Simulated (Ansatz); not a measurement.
Space group Pm-3m (No. 221). a = 2.874 Å, b = 2.874 Å, c = 2.874 Å, α = 90.00°, β = 90.00°, γ = 90.00°
| atom | site | symmetry | x | y | z |
| --- | --- | --- | --- | --- | --- |
| Al | 1a | m-3m | 0.0000 | 0.0000 | 0.0000 |
| Fe | 1b | m-3m | 0.5000 | 0.5000 | 0.5000 |

Equation of state of this AlFe structure (not necessarily the ground state), with shape and atoms relaxed at each volume where symmetry leaves them free. It has no gap at any of these volumes. Computed with DFT PBE, scalar-relativistic, plane waves, PAW (Ansatz).

Plane waves to 420 eV, a k mesh through Γ of 14×14×14 on the computed 2-atom cell and Gaussian smearing (0.10 eV); collinear spin.

```json
{"V (Å³/atom)": "11.161", "E − E(largest V) (meV/atom)": "4.20", "P (GPa)": "12.44"}
{"V (Å³/atom)": "11.517", "E − E(largest V) (meV/atom)": "-15.64", "P (GPa)": "5.72"}
{"V (Å³/atom)": "11.874", "E − E(largest V) (meV/atom)": "-21.63", "P (GPa)": "-0.01"}
{"V (Å³/atom)": "12.230", "E − E(largest V) (meV/atom)": "-15.81", "P (GPa)": "-4.89"}
{"V (Å³/atom)": "12.586", "E − E(largest V) (meV/atom)": "0.00", "P (GPa)": "-9.03"}
```

Task: Fit a third-order Birch–Murnaghan equation to E(V).

Result: V0 = 11.87 Å³/atom, B0 = 177 GPa, B0' = 4.4.

Only parallel moments were tried here.